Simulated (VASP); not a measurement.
A run of VASP 6.6.1:

INCAR

```
SYSTEM = Os
  PREC = Accurate
  ENCUT = 520
  EDIFF = 1E-6
  ISMEAR = -1
  SIGMA = 0.1
  LREAL = .FALSE.
  LASPH = .TRUE.
  NELM = 60
  ALGO = Normal
  ISIF = 2
  LWAVE = .FALSE.
  LCHARG = .FALSE.
  GGA = PS
  NBANDS = 10
```

Contents of KPOINTS:

```
regular mesh
0
G
  16 16 16
  0 0 0
```

The input POSCAR:

```
Os
1.0
    0.0000000000      1.8851215333      1.8851215333
    1.8851215333      0.0000000000      1.8851215333
    1.8851215333      1.8851215333      0.0000000000
Os
1
Direct
    0.0000000000      0.0000000000      0.0000000000
```

Potentials or basis: VASP PAW PBE potentials, release 64 (Os).

Run with:

```bash
$ cat potpaw_PBE.64/Os/POTCAR > POTCAR
$ mpirun -np 1 vasp_std > vasp.out
```

Hardware: 1 thread of Intel(R) Xeon(R) Platinum 8488C (Sapphire Rapids), with other jobs on the host.

Q: Estimate the wall time of this run.

A: Run time: 16 s on 1 thread of Intel(R) Xeon(R) Platinum 8488C (Sapphire Rapids) (shared host), peak memory 0.13 GiB. Counts: scf iterations 12, k points 145.
